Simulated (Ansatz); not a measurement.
# F: tests of the settings

The task here is to estimate one member of a computed series from the others.

Method: DFT PBE, scalar-relativistic, plane waves, PAW, in Ansatz 0.2.0.

2 further runs of the same task are left out: 1 for a broken database entry, 1 set aside as unsound or not needed.

**The system as given**

It takes space group C2/c (No. 15, monoclinic). The conventional cell has a = 5.500 Å, b = 3.280 Å, c = 7.280 Å, α = 90.00°, β = 102.17°, γ = 90.00°. Around F (site symmetry 1) lie 1 F at 1.49 Å.

Coordinates:

```
CELL_PARAMETERS angstrom
2.75000 -1.64000 0.00000
2.75000 1.64000 0.00000
-1.53472 0.00000 7.11639
ATOMIC_POSITIONS crystal
F 0.96800 0.60200 0.09970
F 0.39800 0.03200 0.40030
F 0.03200 0.39800 0.90030
F 0.60200 0.96800 0.59970
```

The structure comes from the Crystallography Open Database; it is used as listed.

**The base run, which the others are set against**

Input file input.yaml:

```yaml
crystal:
  lattice:
    - [2.75, -1.64, 0.0]
    - [2.75, 1.64, 0.0]
    - [-1.53472, 0.0, 7.11639]
  atoms:
    - { symbol: F, position: [0.968, 0.602, 0.0997] }
    - { symbol: F, position: [0.398, 0.032, 0.4003] }
    - { symbol: F, position: [0.032, 0.398, 0.9003] }
    - { symbol: F, position: [0.602, 0.968, 0.5997] }
basis:
  ecutwfc: 420
kpoints:
  mp_grid: { grid: [10, 10, 4] }
hamiltonian:
  xc: pbe
scf:
  occupations: { method: gaussian, width: 0.02 }
output:
  forces: true
  stress: true
  eigenvalues: true
  populations: true
```

It was run beforehand and gave: -805.5683 eV/atom at zero smearing, pressure -4.14 GPa, largest force 1.922 eV/Å, gap on the mesh 1.98 eV, in 6 SCF cycles and 2.2 s.

The first run:

Input file input.yaml:

```yaml
crystal:
  lattice:
    - [2.75, -1.64, 0.0]
    - [2.75, 1.64, 0.0]
    - [-1.53472, 0.0, 7.11639]
  atoms:
    - { symbol: F, position: [0.968, 0.602, 0.0997] }
    - { symbol: F, position: [0.398, 0.032, 0.4003] }
    - { symbol: F, position: [0.032, 0.398, 0.9003] }
    - { symbol: F, position: [0.602, 0.968, 0.5997] }
basis:
  ecutwfc: 200
kpoints:
  mp_grid: { grid: [10, 10, 4] }
hamiltonian:
  xc: pbe
scf:
  occupations: { method: gaussian, width: 0.02 }
output:
  forces: true
  stress: true
  eigenvalues: true
```

Among the steps run: Plane-wave cutoff set to 200 eV; Plane-wave cutoff: 250 eV; Plane-wave cutoff set to 300 eV; Plane-wave cutoff set to 350 eV; Plane-wave cutoff: 500 eV; Plane-wave cutoff set to 600 eV.

One table of the session follows, with a row left open; its other results are not shown here.

| cutoff (eV) | ΔE (meV/atom) | pressure (GPa) | largest change of a force component (eV/Å) | gap on the mesh (eV) |
| --- | --- | --- | --- | --- |
| 200 | 11270 | 6.57 | 5.559 | 1.024 |
| 250 | 2965 | 0.38 | 1.326 | 1.803 |
| 300 | ? | ? | ? | ? |
| 350 | 131 | -4.47 | 0.037 | 1.970 |
| 420 | 9.69 | -4.14 | 0.010 | 1.978 |
| 500 | 2.17 | -4.13 | 0.010 | 1.984 |
| 600 | 0.00 | -4.16 | 0.000 | 1.986 |

Estimate the missing values for cutoff (eV) = 300.

Worked estimate for «ΔE (meV/atom)». A straight line through the neighbours (250, 2965) and (350, 131) gives 2965 + (131 − 2965) × (300 − 250) / (350 − 250) = 1548; a parabola fitted to 4 rows on both sides gives 562.

As computed: ΔE (meV/atom): 672; pressure (GPa): -4.16; largest change of a force component (eV/Å): 0.029; gap on the mesh (eV): 1.904. In «ΔE (meV/atom)» the line misses by +876 and the parabola by -110.

Caveats from the session: The energy still moves by 2.17 meV/atom between the last two values of the plane-wave cutoff, so 1 meV/atom is not shown to be reached. The listed cell is far from this method's equilibrium (-4.1 GPa, forces up to 1.92 eV/Å), so its values are not those of the relaxed crystal. The settings are coarse, so take the values as rough. Warnings in the runs' records: cutoff below recommended.
